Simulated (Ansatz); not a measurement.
Wanted: the native input for an Ansatz 0.2.0 run.

| Quantity | Value |
| --- | --- |
| Task | band structure |
| Functional | LDA |
| Potentials or basis | Ansatz PAW |
| Cutoff | 420 eV (not typed: the program's choice for these potentials) |
| k mesh | 10 × 10 × 8 |
| Occupations | fermi-dirac, width 0.05 eV |
| Spin | no spin polarisation |
| Path | [["G", "M", "K", "G", "A", "L", "H", "A"], ["L", "M"], ["K", "H"]] |
| Points for each segment of the path | 14 |

Crystal: ZrB2.

```
CELL_PARAMETERS angstrom
3.17000 0.00000 0.00000
-1.58500 2.74530 0.00000
0.00000 0.00000 3.53300
ATOMIC_POSITIONS crystal
Zr 0.00000 0.00000 0.00000
B 0.66667 0.33333 0.50000
B 0.33333 0.66667 0.50000
```

These files were run (other wordings do the same):

input.yaml

```yaml
crystal:
  lattice:
    - [3.17, 0.0, 0.0]
    - [-1.585, 2.74530053, 0.0]
    - [0.0, 0.0, 3.533]
  atoms:
    - { symbol: Zr, position: [0.0, 0.0, 0.0] }
    - { symbol: B, position: [0.6666666667, 0.3333333333, 0.5] }
    - { symbol: B, position: [0.3333333333, 0.6666666667, 0.5] }
hamiltonian:
  xc: lda
  pseudopotentials: { kind: paw }
kpoints:
  mp_grid: { grid: [10, 10, 8] }
  band_path:
    path:
      - [[0.0, 0.0, 0.0], [0.5, 0.0, 0.0], [0.3333333333, 0.3333333333, 0.0], [0.0, 0.0, 0.0], [0.0, 0.0, 0.5], [0.5, 0.0, 0.5], [0.3333333333, 0.3333333333, 0.5], [0.0, 0.0, 0.5]]
      - [[0.5, 0.0, 0.5], [0.5, 0.0, 0.0]]
      - [[0.3333333333, 0.3333333333, 0.0], [0.3333333333, 0.3333333333, 0.5]]
    npoints: 14
scf:
  occupations: { method: fermi_dirac, width: 0.05 }
  n_extra_bands: 7
output:
  forces: true
  stress: true
  eigenvalues: true
  fatbands: true
```

Potentials or basis: Ansatz PAW.

Command:

```console
$ ansatz run input.yaml --threads 2 --pin off --max-ram 5632MiB --backend cpu --events-out ev --progress --plain --runs-dir out
```

Results of the run:

| Item | Value |
| --- | --- |
| Pressure | -8.8 GPa |
| Band gap on the k mesh | none (metal or under the smearing width) |

Caveat: the PAW data sets come from PBE, with cores solved anew for the run's functional, which leaves a small shift of forces and pressure.

It took 2 s on 2 threads of Arm Neoverse V2, on a shared host, peak memory 0.31 GiB.
